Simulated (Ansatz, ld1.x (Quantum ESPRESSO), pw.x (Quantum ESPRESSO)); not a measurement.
**From atom to crystal: TM potential for Ca**

* Element: calcium
* Generator: ld1.x (Quantum ESPRESSO) 7.5
* Type: norm-conserving Troullier–Martins (Kleinman–Bylander form)
* Functional: PBE
* Relativity: scalar-relativistic
* Frozen core: [Ar]
* Valence charge: 2
* Reference configuration: 3d0 4s1.5 4p0.5
* Partial waves: 4p (bound): rc 4.20 bohr; 3d (bound, empty): rc 2.95 bohr; 4s (bound): rc 3.70 bohr
* Local potential: the s channel
* Core correction: a·sin(br)/r model core inside 1.75 bohr

Atomic tests: cutoffs needed: 6 Ry and 8 Ry (the cutoffs (Ry, on a coarse ladder) from which the occupation-weighted sum of valence levels, in a spherical-Bessel basis at the reference potential, stays within 10 and 1 mRy of its value at 400 Ry) The cutoffs count occupied waves only; the empty 3d level needs 21 Ry at the loose tolerance.; ghost test: no extra level below or beside the all-electron valence levels (p, d, s, f tested) (spherical-Bessel basis up to 400 Ry, 20 bohr box); largest excitation error: -87 meV (all-electron minus pseudo) for 3d1 4s0 4p0, out of 7 test configurations.

Crystal test: sc Ca in pw.x 7.5, no spin, 9³ k-points, Fermi–Dirac smearing 0.01 Ry, cutoffs 50/200 Ry. The reference is all-electron LAPW (Ansatz 0.2.0) with the same functional, mesh and smearing; V0 and B0 come from Birch–Murnaghan fits to the pressures at five volumes. Errors are pseudo minus all-electron; Δ is the rms difference of the E(V) curves that follow from these fits, minima aligned, over ±6 % about the mean V0. Mesh and smearing are coarse, so the numbers serve the comparison and aren't converged zero-temperature values; the lattice is a test structure that the element need not adopt.

All-electron: a0 = 3.537 Å (V0 = 44.24 Å³/atom), B0 = 10.4 GPa.

**Question.** How far does the potential miss the all-electron equation of state?

**Answer.** mean pressure error (GPa): +0.25; a0 (Å): 3.564; a0 error (%): +0.76; B0 error (%): +3.2; Δ (meV/atom): 2.4. The largest radius (4.20 bohr) exceeds half the bond length (3.34 bohr), so the spheres overlap, which is one possible source of error among others. This is a poor potential for the solid.

```csv
V (Å³/atom),P all-electron (GPa),P pseudo (GPa)
42.077,0.56,0.88
43.185,0.26,0.54
44.292,-0.01,0.24
45.399,-0.26,-0.03
46.507,-0.48,-0.28
```

**Question.** At the middle volume, how do free energy and pressure move when the wave cutoff is lowered (ecutrho kept at four times it)?

**Answer.**

| cutoff (Ry) | shift of F (meV/atom) | shift of P (GPa) |
| --- | --- | --- |
| 22 | +27.9 | -0.41 |
| 30 | +0.5 | +0.00 |
| 40 | +0.0 | +0.01 |

The run at the middle volume (35 k-points, 7 iterations) took about 3.3 s on one core of a shared host (Neoverse-V1, 32 threads, 247 GiB, load 11).
